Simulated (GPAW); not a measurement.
# Ballistic transport through a Sb chain with a P atom bridging one bond, cheap and dear

Wanted: the zero-bias transmission of a Sb chain with a P atom bridging one bond on a ladder of levels, with run times.

Method: GPAW LCAO, PAW setups; Landauer transmission from Green's functions with principal layers (ASE), zero bias, in GPAW 26.7.0.

Most raw output is cut from this account.

### 1. The structure

The cell holds 9 atoms: 8 Sb and 1 P. Cell: a = 9.000 Å, b = 9.000 Å, c = 22.200 Å, α = 90.0°, β = 90.0°, γ = 90.0°. Regions: left lead, 4 atoms (4 Sb); channel, 1 atom (1 P); right lead, 4 atoms (4 Sb). Vacuum lies along a and b. The structure is stacked along c, and the current runs across the ab planes.

Coordinates:

```cif
data_structure
_symmetry_space_group_name_H-M 'P 1'
_symmetry_Int_Tables_number 1
_cell_length_a 9.0000
_cell_length_b 9.0000
_cell_length_c 22.2000
_cell_angle_alpha 90.000
_cell_angle_beta 90.000
_cell_angle_gamma 90.000
_cell_volume 1798.20
loop_
_atom_site_label
_atom_site_type_symbol
_atom_site_fract_x
_atom_site_fract_y
_atom_site_fract_z
_atom_site_occupancy
Sb1 Sb 0.50000 0.50000 0.06194 1
Sb2 Sb 0.50000 0.50000 0.18581 1
Sb3 Sb 0.50000 0.50000 0.30968 1
Sb4 Sb 0.50000 0.50000 0.43356 1
P5 P 0.70788 0.50000 0.50000 1
Sb6 Sb 0.50000 0.50000 0.56644 1
Sb7 Sb 0.50000 0.50000 0.69032 1
Sb8 Sb 0.50000 0.50000 0.81419 1
Sb9 Sb 0.50000 0.50000 0.93806 1
```

### 2. Double-zeta polarised basis

Localised orbitals split the wire into layers that couple to their neighbours alone, which is what the Green's function method needs; double zeta with polarisation is the usual level for numbers.

Input file run.py:

```python
import json
import numpy as np
from ase import Atoms
from ase.transport.calculators import TransportCalculator
from gpaw import GPAW, FermiDirac
from gpaw.lcao.tools import get_lcao_hamiltonian
from scipy.linalg import eigh

# The junction with lead layers at both ends, along the third cell vector
device = Atoms(
    ['Sb', 'Sb', 'Sb', 'Sb', 'P', 'Sb', 'Sb', 'Sb', 'Sb'],
    positions=[
        [4.50000, 4.50000, 1.37500],
        [4.50000, 4.50000, 4.12500],
        [4.50000, 4.50000, 6.87500],
        [4.50000, 4.50000, 9.62500],
        [6.37088, 4.50000, 11.10000],
        [4.50000, 4.50000, 12.57500],
        [4.50000, 4.50000, 15.32500],
        [4.50000, 4.50000, 18.07500],
        [4.50000, 4.50000, 20.82500]],
    cell=[[9.0, 0.0, 0.0], [0.0, 9.0, 0.0], [0.0, 0.0, 22.2]],
    pbc=True)

# One principal layer of the lead: the first 2 atoms of the device
lead = Atoms(
    ['Sb', 'Sb'],
    positions=[
        [4.50000, 4.50000, 1.37500],
        [4.50000, 4.50000, 4.12500]],
    cell=[[9.0, 0.0, 0.0], [0.0, 9.0, 0.0], [0.0, 0.0, 5.5]],
    pbc=True)

settings = dict(mode='lcao', basis='dzp', xc='PBE', h=0.2,
                occupations=FermiDirac(0.1), maxiter=250,
                mixer=dict(beta=0.1, nmaxold=8, weight=100.0),
                convergence=dict(density=0.0001))
energies = np.arange(-2, 2 + 1e-9, 0.05)
eta = 0.0001
n1, n2 = 1, 1
# k and -k transmit alike, so half of the mesh across the current serves
mesh = [(i, j) for i in range(n1) for j in range(n2) if (i, j) <= (-i % n1, -j % n2)]
weights = np.array([1 if (i, j) == (-i % n1, -j % n2) else 2 for i, j in mesh]) / (n1 * n2)

# [... helper functions left out ...]
fermi_lead = ground_state(lead, (1, 1, 20), 'lead.txt')
fermi_device = ground_state(device, (1, 1, 4), 'device.txt')
# [... loop over the mesh left out, but for ...]
        # Shift the lead onto the potential of the device's first layer
        shift = ((H[:, 0, 0] - H0[:, 0, 0]) / S0[0, 0]).real.mean()
# [...]
kT = 8.617333e-5 * 500
bias = [0.1, 0.2, 0.5, 1.0, 1.5, 2.0]
# [... integrals and printing left out ...]
```

Command:

```bash
> OMP_NUM_THREADS=1 OPENBLAS_NUM_THREADS=1 python run.py
```

The job ended after 45 s (1 thread of Arm Neoverse N1, shared host; peak memory 0.77 GiB).

This step gave:

```yaml
conductance: 1.762 G₀
thermopower: 1.727 μV/K
largest_coupling_past_the_next_principal_layer: 7.84e-5 eV
largest_misfit_of_the_first_principal_layer: 0.05610 eV
shift_that_aligns_the_lead: -0.001628 eV
basis_functions_of_the_junction: 197
basis_functions_of_a_principal_layer: 46
transmission_at_the_fermi_level_one_spin: 1.764
```

One spin. Transmission, zone mean against energy, zero at the Fermi level:

```tsv
energy (eV)	transmission, zone mean
-2.00	0.300
-1.85	0.312
-1.70	0.0369
-1.60	0.919
-1.45	1.20
-1.30	1.35
-1.15	1.48
-1.05	1.56
-0.90	1.66
-0.75	1.74
-0.60	1.78
-0.50	1.80
-0.35	1.81
-0.20	1.80
-0.05	1.78
0.00	1.76
0.05	1.75
0.20	1.70
0.35	1.64
0.50	1.55
0.60	1.49
0.75	1.37
0.90	1.24
1.05	1.12
1.15	1.05
1.30	1.01
1.45	1.02
1.60	1.05
1.70	1.06
1.85	1.05
2.00	1.000
```

Not self-consistent under bias; the bias window is split evenly. Table of current through one cell, from the zero-bias transmission by bias:

```tsv
bias (V)	current through one cell, from the zero-bias transmission (μA)
0.100	13.7
0.200	27.3
0.500	68.0
1.000	134
1.500	197
2.000	254
```

Transmission of the three most open eigenchannels against energy, zero at the Fermi level:

```tsv
energy (eV)	channel 1	channel 2	channel 3
-2.00	0.300	2.4e-11	0
-1.90	0.324	2.3e-11	0
-1.80	0.271	1.9e-11	1.4e-11
-1.70	0.0369	3.5e-9	8.5e-11
-1.55	0.926	0.127	0.00861
-1.45	0.927	0.270	0.00475
-1.35	0.941	0.362	0.00102
-1.25	0.953	0.442	1.0e-6
-1.15	0.962	0.520	8.3e-4
-1.05	0.968	0.592	0.00275
-0.90	0.973	0.684	0.00676
-0.80	0.976	0.731	0.00988
-0.70	0.978	0.766	0.0132
-0.60	0.979	0.789	0.0166
-0.50	0.980	0.801	0.0200
-0.40	0.981	0.805	0.0234
-0.25	0.982	0.796	0.0278
-0.15	0.983	0.781	0.0303
-0.05	0.984	0.760	0.0324
0.00	0.984	0.747	0.0332
0.05	0.984	0.733	0.0339
0.15	0.985	0.700	0.0348
0.25	0.985	0.661	0.0352
0.40	0.986	0.590	0.0347
0.50	0.986	0.533	0.0338
0.60	0.986	0.468	0.0325
0.70	0.987	0.395	0.0309
0.80	0.987	0.314	0.0290
0.90	0.987	0.229	0.0269
1.05	0.988	0.108	0.0235
1.15	0.988	0.0455	0.0210
1.25	0.989	0.0186	0.00899
1.35	0.990	0.0161	2.9e-4
1.45	0.991	0.0135	0.0126
1.55	0.992	0.0337	0.0110
1.70	0.994	0.0561	0.00725
1.80	0.995	0.0536	0.00476
1.90	0.997	0.0330	0.00226
2.00	1.000	1.7e-8	1.8e-9
```

Couplings past the next layer reach 7.8e-5 eV, small enough to drop; the matrix elements of the cell's first layer differ from the bulk lead's by up to 0.056 eV. That layer keeps its own values in the calculation, and only beyond it is the lead taken as perfect. The Fermi levels of lead and junction count from different zeros of potential, one for each periodic cell; with both set to zero, the small remaining shift is what aligns them. By hand: G = 1.762 × 77.48 μS = 137 μS, a resistance of 7.32 kΩ; at 0.1 V a linear junction would pass 13.7 μA, and the integral over the bias window gives 13.7 μA. Mott's formula, S = -(π²/3)(k_B²T/e) d ln T/dE, has the prefactor 12.2 μV/K·eV at 500 K; T = 1.776 at -0.05 eV and 1.751 at 0.05 eV give a slope of -0.141 per eV and S = 1.73 μV/K, beside 1.73 μV/K from the thermal integral, which interpolates the same grid.

### 3. GPAW, szp: basis = "szp(dzp)"

One radial function a shell plus polarisation makes the matrices smaller; the question is what that costs.

run.py, as its differences from that of step 2:

```diff
@@ -33,3 +33,3 @@
 
-settings = dict(mode='lcao', basis='dzp', xc='PBE', h=0.2,
+settings = dict(mode='lcao', basis='szp(dzp)', xc='PBE', h=0.2,
                 occupations=FermiDirac(0.1), maxiter=250,
```

Elapsed: 38 s, on 1 thread; peak memory 0.75 GiB.

This step gave:

```
conductance                                             : 1.787 G₀
largest coupling past the next principal layer          : 7.83e-5 eV
largest misfit of the first principal layer             : 0.06013 eV
shift that aligns the lead                              : 0.005048 eV
basis functions of the junction                         : 121
basis functions of a principal layer                    : 28
transmission at the Fermi level (one spin)              : 1.789
open channels of the lead at the Fermi level (one spin) : 3
```

One spin. The transmission, zone mean by energy, zero at the Fermi level:

energy (eV), transmission, zone mean and a bar:
```
    -2.00       0.33 ####
    -1.90       0.37 ####
    -1.80       0.34 ####
    -1.70       0.13 
    -1.55       1.07 #################
    -1.45       1.21 ###################
    -1.35       1.31 #####################
    -1.25       1.40 ######################
    -1.15       1.49 ########################
    -1.05       1.57 ##########################
    -0.90       1.68 ###########################
    -0.80       1.73 ############################
    -0.70       1.77 #############################
    -0.60       1.80 ##############################
    -0.50       1.82 ##############################
    -0.40       1.83 ##############################
    -0.35       1.83 ##############################
    -0.25       1.82 ##############################
    -0.15       1.81 ##############################
    -0.05       1.80 #############################
     0.00       1.79 #############################
     0.05       1.78 #############################
     0.15       1.75 #############################
     0.25       1.72 ############################
     0.40       1.65 ###########################
     0.50       1.60 ##########################
     0.60       1.55 #########################
     0.70       1.48 ########################
     0.80       1.41 #######################
     0.90       1.32 #####################
     1.05       1.20 ###################
     1.15       1.12 #################
     1.25       1.05 ################
     1.35       1.01 ################
     1.45       1.00 ###############
     1.55       1.01 ################
     1.70       1.03 ################
     1.80       1.03 ################
     1.90       1.02 ################
     2.00       1.00 ###############
```

Crossings of the lead's bands, unfolded to its shortest repeat. Open channels, zone mean against energy, zero at the Fermi level:

```tsv
energy (eV)	open channels, zone mean
-2.000	1
-1.800	1
-1.600	1
-1.400	3
-1.200	3
-1.000	3
-0.800	3
-0.600	3
-0.400	3
-0.200	3
0.000	3
0.200	3
0.400	3
0.600	3
0.800	3
1.000	3
1.200	3
1.400	3
1.600	3
1.800	3
2.000	1
```

Not self-consistent under bias; the bias window is split evenly. Current through one cell, from the zero-bias transmission against bias:

```tsv
bias (V)	current through one cell, from the zero-bias transmission (μA)
0.100	13.8
0.200	27.7
0.500	69.0
1.000	136
1.500	201
2.000	259
```

Table of transmission of the three most open eigenchannels by energy, zero at the Fermi level:

```tsv
energy (eV)	channel 1	channel 2	channel 3
-2.00	0.334	0	0
-1.85	0.363	2.0e-12	0
-1.70	0.134	9.2e-10	6.6e-11
-1.60	0.832	9.3e-8	6.7e-8
-1.45	0.933	0.266	0.0114
-1.30	0.956	0.399	0.00223
-1.15	0.971	0.521	9.5e-9
-1.05	0.976	0.598	6.3e-4
-0.90	0.980	0.696	0.00316
-0.75	0.983	0.765	0.00675
-0.60	0.984	0.806	0.0108
-0.50	0.985	0.819	0.0136
-0.35	0.986	0.823	0.0177
-0.20	0.987	0.812	0.0212
-0.05	0.988	0.787	0.0240
0.00	0.988	0.776	0.0247
0.05	0.988	0.764	0.0253
0.20	0.988	0.719	0.0264
0.35	0.989	0.661	0.0265
0.50	0.989	0.588	0.0257
0.60	0.989	0.531	0.0248
0.75	0.989	0.431	0.0229
0.90	0.990	0.313	0.0206
1.05	0.990	0.187	0.0180
1.15	0.990	0.109	0.0161
1.30	0.991	0.0258	0.0132
1.45	0.992	0.0103	1.2e-5
1.60	0.993	0.0160	0.00746
1.70	0.995	0.0300	0.00555
1.85	0.997	0.0311	0.00271
2.00	1.000	2.2e-8	2.2e-9
```

The conductance, 1.79 G₀, lies 1.4 % above that of the dzp run.

### 4. Minimal basis

The minimal basis is the cheapest rung: no second zeta and no polarisation.

run.py, as its differences from that of step 3:

```diff
@@ -33,3 +33,3 @@
 
-settings = dict(mode='lcao', basis='szp(dzp)', xc='PBE', h=0.2,
+settings = dict(mode='lcao', basis='sz(dzp)', xc='PBE', h=0.2,
                 occupations=FermiDirac(0.1), maxiter=250,
```

The job ended after 30 s (1 thread; peak memory 0.72 GiB).

This step gave:

* conductance: 1.784 G₀
* thermopower: 1.698 μV/K
* largest coupling past the next principal layer: 7.89e-5 eV
* largest misfit of the first principal layer: 0.07053 eV
* shift that aligns the lead: -0.005182 eV
* basis functions of the junction: 76
* basis functions of a principal layer: 18
* transmission at the Fermi level (one spin): 1.786

One spin. The transmission, zone mean by energy, zero at the Fermi level:

energy (eV), transmission, zone mean and a bar from the least value:
```
    -2.00       0.50 
    -1.85       0.58 ##
    -1.70       0.82 #######
    -1.60       1.16 ###############
    -1.45       1.34 ###################
    -1.30       1.46 ######################
    -1.15       1.57 ########################
    -1.05       1.64 ##########################
    -0.90       1.72 ###########################
    -0.75       1.78 #############################
    -0.60       1.81 ##############################
    -0.50       1.83 ##############################
    -0.35       1.83 ##############################
    -0.20       1.82 ##############################
    -0.05       1.80 #############################
     0.00       1.79 #############################
     0.05       1.77 #############################
     0.20       1.72 ############################
     0.35       1.66 ##########################
     0.50       1.57 ########################
     0.60       1.50 #######################
     0.75       1.39 ####################
     0.90       1.27 #################
     1.05       1.14 ###############
     1.15       1.08 #############
     1.30       1.01 ############
     1.45       1.00 ###########
     1.60       1.01 ###########
     1.70       1.01 ############
     1.85       1.01 ############
     2.00       1.00 ###########
```

The conductance, 1.78 G₀, lies 1.2 % above that of the dzp run.

### 5. RPBE in the dzp basis: xc = "RPBE"

Back in the dzp basis, the functional changes from PBE to RPBE, to set the spread between functionals beside that between bases.

run.py, as its differences from that of step 4:

```diff
@@ -33,3 +33,3 @@
 
-settings = dict(mode='lcao', basis='sz(dzp)', xc='PBE', h=0.2,
+settings = dict(mode='lcao', basis='dzp', xc='RPBE', h=0.2,
                 occupations=FermiDirac(0.1), maxiter=250,
```

It took 49 s on 1 thread; peak memory 0.77 GiB.

Numbers from this step:

```
conductance                                    : 1.756 G₀
thermopower                                    : 1.783 μV/K
largest coupling past the next principal layer : 7.85e-5 eV
largest misfit of the first principal layer    : 0.05916 eV
shift that aligns the lead                     : -0.002982 eV
basis functions of the junction                : 197
basis functions of a principal layer           : 46
transmission at the Fermi level (one spin)     : 1.758
```

The conductance, 1.76 G₀, lies 0.4 % below that of the dzp run.

### 6. Cost and result by level

Times are for 1 thread of Arm Neoverse N1, shared host. The runs compared:

```tsv
no.	run	conductance (G₀)	time	memory (GiB)
1	dzp	1.762	45 s	0.77
2	szp	1.787	38 s	0.75
3	sz	1.784	30 s	0.72
4	dzp RPBE	1.756	49 s	0.77
```

### 7. The levels side by side

The curves are compared point by point over the common energies.

This step: comparison of transmission and cost over codes and levels (GPAW 26.7.0).

Ladder, by row:

```tsv
step	code	T at the Fermi level (sum over the listed spins)	conductance (G0)	r.m.s. T(E) from the first	wall time (s)	peak memory (GiB)	threads
dzp	GPAW	1.764	1.762	0	45.41	0.77	1
szp	GPAW	1.788	1.787	0.0436	38.08	0.75	1
sz	GPAW	1.786	1.784	0.161	30.23	0.72	1
dzp-RPBE	GPAW	1.758	1.756	0.01066	48.86	0.77	1
```

Transmission, zone mean, sum over the listed spins against energy, zero at the Fermi level:

```tsv
energy (eV)	dzp	szp	sz	dzp-RPBE
-2.00	0.300	0.334	0.496	0.295
-1.85	0.312	0.363	0.575	0.298
-1.70	0.0369	0.134	0.820	0.0166
-1.50	1.14	1.15	1.29	1.14
-1.35	1.30	1.31	1.43	1.31
-1.20	1.44	1.45	1.54	1.44
-1.05	1.56	1.57	1.64	1.56
-0.90	1.66	1.68	1.72	1.67
-0.70	1.76	1.77	1.79	1.76
-0.55	1.79	1.81	1.82	1.79
-0.40	1.81	1.83	1.83	1.81
-0.35	1.81	1.83	1.83	1.81
-0.25	1.81	1.82	1.83	1.80
-0.10	1.79	1.81	1.81	1.78
0.00	1.76	1.79	1.79	1.76
0.10	1.74	1.76	1.76	1.73
0.25	1.68	1.72	1.70	1.67
0.40	1.61	1.65	1.63	1.60
0.55	1.52	1.58	1.54	1.51
0.70	1.41	1.48	1.43	1.41
0.90	1.24	1.32	1.27	1.24
1.05	1.12	1.20	1.14	1.12
1.20	1.03	1.08	1.05	1.03
1.35	1.01	1.01	1.00	1.01
1.50	1.03	1.00	0.998	1.03
1.70	1.06	1.03	1.01	1.06
1.85	1.05	1.03	1.01	1.04
2.00	1.000	1.000	0.999	1.000
```

### 8. Broadening 1e-05: eta = 1e-05

The broadening keeps the Green's functions finite; too large a value absorbs electrons where channels are open and leaks them where none are.

This step: GPAW LCAO, PAW setups; Landauer transmission from Green's functions with principal layers (ASE), zero bias (GPAW 26.7.0).

run.py, as its differences from that of step 5:

```diff
@@ -33,3 +33,3 @@
 
-settings = dict(mode='lcao', basis='dzp', xc='RPBE', h=0.2,
+settings = dict(mode='lcao', basis='dzp', xc='PBE', h=0.2,
                 occupations=FermiDirac(0.1), maxiter=250,
@@ -38,3 +38,3 @@
 energies = np.arange(-2, 2 + 1e-9, 0.05)
-eta = 0.0001
+eta = 1e-05
 n1, n2 = 1, 1
```

It took 45 s on 1 thread; peak memory 0.77 GiB.

Numbers from this step:

| Item | Value |
| --- | --- |
| conductance | 1.763 G₀ |
| thermopower | 1.728 μV/K |
| largest coupling past the next principal layer | 7.84e-5 eV |
| largest misfit of the first principal layer | 0.05610 eV |
| shift that aligns the lead | -0.001628 eV |
| transmission at the Fermi level (one spin) | 1.765 |

One spin. The transmission, zone mean by energy, zero at the Fermi level:

energy (eV), transmission, zone mean and a bar:
```
    -2.00       0.30 ####
    -1.90       0.32 #####
    -1.80       0.27 ####
    -1.70       0.04 
    -1.55       1.06 #################
    -1.45       1.20 ####################
    -1.35       1.31 #####################
    -1.25       1.40 #######################
    -1.15       1.48 ########################
    -1.05       1.56 ##########################
    -0.90       1.67 ############################
    -0.80       1.72 ############################
    -0.70       1.76 #############################
    -0.60       1.79 ##############################
    -0.50       1.80 ##############################
    -0.40       1.81 ##############################
    -0.35       1.81 ##############################
    -0.25       1.81 ##############################
    -0.15       1.80 ##############################
    -0.05       1.78 #############################
     0.00       1.77 #############################
     0.05       1.75 #############################
     0.15       1.72 ############################
     0.25       1.68 ############################
     0.40       1.61 ###########################
     0.50       1.55 ##########################
     0.60       1.49 #########################
     0.70       1.41 #######################
     0.80       1.33 ######################
     0.90       1.24 ####################
     1.05       1.12 ##################
     1.15       1.06 #################
     1.25       1.02 #################
     1.35       1.01 ################
     1.45       1.02 #################
     1.55       1.04 #################
     1.70       1.06 #################
     1.80       1.05 #################
     1.90       1.03 #################
     2.00       1.00 ################
```

(Part 1 of 2 ends here.)

[Logs are printed without paths, hosts, clocks, repeated set-up lines and the standing remarks that a program may print on its own settings, such as how far it seeks lower states.]

[Hosts, paths, dates, database ids (printed as entryN), source tags and the programs' standing remarks are cut or masked in the printed files.]
